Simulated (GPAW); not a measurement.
A calculation with GPAW 26.7.0 of CsBr (ASE script, structure typed inline):

File run.py:

```python
from ase import Atoms
from ase.dft.bandgap import bandgap
from ase.io import write
from ase.units import Bohr, GPa
from gpaw import GPAW, PW
from gpaw.elf import elf_from_dft_calculation

atoms = Atoms(['Cs', 'Br'],
              cell=[[4.32562222, 0.0, 0.0],
                    [0.0, 4.32562222, 0.0],
                    [0.0, 0.0, 4.32562222]],
              scaled_positions=[[0.0, 0.0, 0.0],
                                [0.5, 0.5, 0.5]],
              pbc=True)

calc = GPAW(mode=PW(600),
            xc='PBE',
            kpts={'size': (6, 6, 6), 'gamma': True},
            occupations={'name': 'fermi-dirac', 'width': 0.05},
            nbands=16,
            convergence={'density': 1e-05, 'energy': 1e-05},
            maxiter=150,
            txt='gpaw.txt')
atoms.calc = calc
energy = atoms.get_potential_energy()
forces = atoms.get_forces()
stress = atoms.get_stress()
calc.write('gs.gpw')
write('result.traj', atoms)
print(f'Energy: {energy:.6f} eV')
print('Forces (eV/A):')
print(forces.round(4))
print('Stress (GPa):', (stress / GPa).round(3))
print('Fermi level:', round(calc.get_fermi_level(), 4), 'eV')
print(f'Gap: {bandgap(calc)[0]:.4f} eV, direct: {bandgap(calc, direct=True)[0]:.4f} eV')

# fields on the real-space grid
write('density.cube', atoms, data=calc.get_pseudo_density() * Bohr**3)
write('potential.cube', atoms, data=calc.get_electrostatic_potential())
write('elf.cube', atoms, data=elf_from_dft_calculation(calc).data)
```

Potentials or basis: GPAW PAW data sets (gpaw-data 1.2.1), pw.

Run with:

```console
$ OMP_NUM_THREADS=1 python run.py
```

The cell comes from a database or a generator and needn't be the stable form of this composition.

**Question.** Write the same calculation in another form: cli, structure from a POSCAR.

**Answer.** As run:

POSCAR

```
CsBr
1.0
    4.3256222200      0.0000000000      0.0000000000
    0.0000000000      4.3256222200      0.0000000000
    0.0000000000      0.0000000000      4.3256222200
Cs Br
1 1
Direct
    0.0000000000      0.0000000000      0.0000000000
    0.5000000000      0.5000000000      0.5000000000
```

Potentials or basis: GPAW PAW data sets (gpaw-data 1.2.1), pw.

Command:

```console
$ OMP_NUM_THREADS=1 gpaw run POSCAR -p 'mode=PW(600),xc=PBE,kpts={size:(6,6,6),gamma:True},occupations={name:fermi-dirac,width:0.05},nbands=16,convergence={density:1e-05,energy:1e-05},maxiter=150,txt=gpaw.txt' --properties efs -w gs.gpw
```

Both were run:

|  | ASE script, structure typed inline | cli, structure from a POSCAR |
| --- | --- | --- |
| Pressure | 0.6 GPa | 0.6 GPa |
| Band gap on the k mesh | 4.42 eV, indirect (least direct gap 4.43 eV) | 4.42 eV, indirect (least direct gap 4.43 eV) |

Keys that steer only the numerical path or the files written may differ.

Caveat: spin-orbit coupling is left out, which moves the levels of the heavy elements.
